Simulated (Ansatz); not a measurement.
Structure types of Ag were relaxed at one common pressure (all-electron LAPW in Ansatz 0.2.0 under PBE, scalar-relativistic, no spin polarisation, zero temperature). They take these volumes:

```json
{"type": "fcc", "space group": "Fm-3m", "V (Å³/atom)": "7.65"}
{"type": "bcc", "space group": "Im-3m", "V (Å³/atom)": "7.66"}
{"type": "hcp", "space group": "P6_3/mmc", "V (Å³/atom)": "7.65"}
{"type": "sc", "space group": "Pm-3m", "V (Å³/atom)": "8.16"}
{"type": "beta tin", "space group": "I4_1/amd", "V (Å³/atom)": "7.96"}
{"type": "diamond", "space group": "Fd-3m", "V (Å³/atom)": "9.40"}
```

**Question.** At about which pressure, and is the densest type also the lowest in enthalpy?

**Answer.** 790 GPa. The densest types tie within 0.02 Å³/atom, and fcc is the lowest in enthalpy.
